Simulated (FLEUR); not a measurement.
## AlN under changes of volume

One of the cells (10.451 Å³/atom); the others are scaled copies at fixed shape and fractional positions:

```
CELL_PARAMETERS angstrom
3.11300 0.00000 0.00000
-1.55650 2.69594 0.00000
0.00000 0.00000 4.98100
ATOMIC_POSITIONS crystal
Al 0.66667 0.33333 0.50000
Al 0.33333 0.66667 0.00000
N 0.66667 0.33333 0.88000
N 0.33333 0.66667 0.38000
```

- Program: FLEUR MaX-R8.1 (later development tree)
- Functional: PBEsol
- Potentials or basis: all-electron
- Basis: FLAPW
- Kmax: 5.7 1/bohr
- k mesh: 10 × 10 × 6
- Occupations: fermi-dirac, width 0.05 eV
- Spin: no spin polarisation

```csv
volume (Å³/atom),energy over the lowest point (meV/atom),gap on the mesh (eV)
9.824,?,?
10.033,11.52,4.50
10.242,2.86,4.32
10.451,0.00,4.14
10.660,2.39,3.97
10.869,9.56,3.81
11.078,21.05,3.65
```

Q: What does the run at 9.824 Å³/atom give?

A: Energy over the lowest point 26.58 meV/atom; gap on the mesh 4.69 eV.

Worked out: A Birch-Murnaghan fit of order 3 (a polynomial in V^(-2/3)) to the other rows has its minimum at 10.46 Å³/atom with B0 = V·E''(V) = 201 GPa and B' = 3.9 at fixed shape and positions, which overstates the stiffness. It gives 26.58 meV/atom at 9.824 Å³/atom, against the run's 26.58. A straight line through the other rows of the gap, of slope -8.58 eV per unit of ln V (its deformation potential), extrapolates to 4.68 eV, against the run's 4.69.

Energies are extrapolated to zero smearing.

A mesh can miss the band edges.
